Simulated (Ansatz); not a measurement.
CoPdO2: equation of state with r2SCAN

Crystal: CoPdO2.

```
CELL_PARAMETERS angstrom
1.43169 0.82659 5.95777
-1.43169 0.82659 5.95777
0.00000 -1.65317 5.95777
ATOMIC_POSITIONS crystal
Pd 0.00000 0.00000 0.00000
Co 0.50000 0.50000 0.50000
O 0.11248 0.11248 0.11248
O 0.88752 0.88752 0.88752
```

The cell is a database's computed one.

```json
{
 "Program": "Ansatz 0.2.0",
 "Task": "equation of state",
 "Functional": "r2SCAN",
 "Potentials or basis": "Ansatz PAW",
 "Cutoff": "500 eV",
 "Density cutoff": "2000 eV",
 "k mesh": "11 × 11 × 11",
 "Occupations": "fermi-dirac, width 0.05 eV",
 "Spin": "collinear spin, ferromagnetic start",
 "Starting moments": "[0.0, 2.0, 0.0, 0.0] μB"
}
```

```yaml
Equilibrium_volume: 10.23 Å³/atom
Bulk_modulus_at_fixed_shape_and_positions: 240 GPa
Pressure_derivative_of_the_bulk_modulus: 4.8
```

Energy against volume, from the lowest point:
```
volume (Å³/atom)  energy (meV/atom)
           9.941               6.02
          10.153               0.00
          10.364               0.84
          10.576               7.76
          10.787              20.08
          10.999              37.19
          11.210              58.54
```

All runs of the series together: 5.8 min on 2 threads of AMD EPYC 9R45 96-Core Processor (Zen 5) (shared host).

Caveat: the magnetic or orbital state may not be the lowest; the cell was scaled at fixed shape and fractional positions, which overstates the stiffness of a crystal with free parameters, most of all of layers and chains; the PAW data sets were made with another functional, which shifts forces and pressure a little.
